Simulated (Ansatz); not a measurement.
GaN (P6_3mc): gap against strain (uniaxial along z, other directions held)

GaN (started from an entry of an open crystallographic database), relaxed with r2SCAN in the PAW code Ansatz, then strained (uniaxial along z, other directions held; changes of length per length, axes as in the cell below) with the atoms relaxed again within the symmetry that is left. Space group P6_3mc (No. 186), hexagonal; conventional cell a = 3.183 Å, c = 5.184 Å, 11.37 Å³ an atom. Ga has 4 N at 1.95 Å; N has 4 Ga at 1.95 Å. The values are computed, spin-unpolarised, and not measurements.

```
CELL_PARAMETERS angstrom
3.18315 0.00000 0.00000
-1.59157 2.75669 0.00000
0.00000 0.00000 5.18363
ATOMIC_POSITIONS crystal
Ga 0.33333 0.66667 0.99911
Ga 0.66667 0.33333 0.49911
N 0.33333 0.66667 0.37589
N 0.66667 0.33333 0.87589
```

Gaps are the least over each mesh (PBE 12×12×6, r2SCAN 12×12×6, HSE06 6×6×4 when unstrained) and the special points, which keep their unstrained names; stress is the change from the unstrained cell, compression positive.

```csv
strain (%),"gap, PBE (eV)","gap, r2SCAN (eV)","gap, HSE06 (eV)","edges, HSE06","stress along the strain, r2SCAN (GPa)","energy rise, r2SCAN (meV/atom)"
-5.29,2.182,2.609,3.497,Γ,+22.32,41.4
0.0,1.934,2.351,3.199,Γ,0.00,0.0
+1.88,1.737,2.146,2.983,Γ,-7.30,4.9
+4.03,1.506,1.904,2.727,Γ,-14.99,22.0
```

Between zero and the nearest strains the slope of the HSE06 gap against strain is -0.056 eV per percent for negative and -0.115 for positive strain.

The meshes of the hybrids are coarse, so their gaps aren't converged to the digits shown.
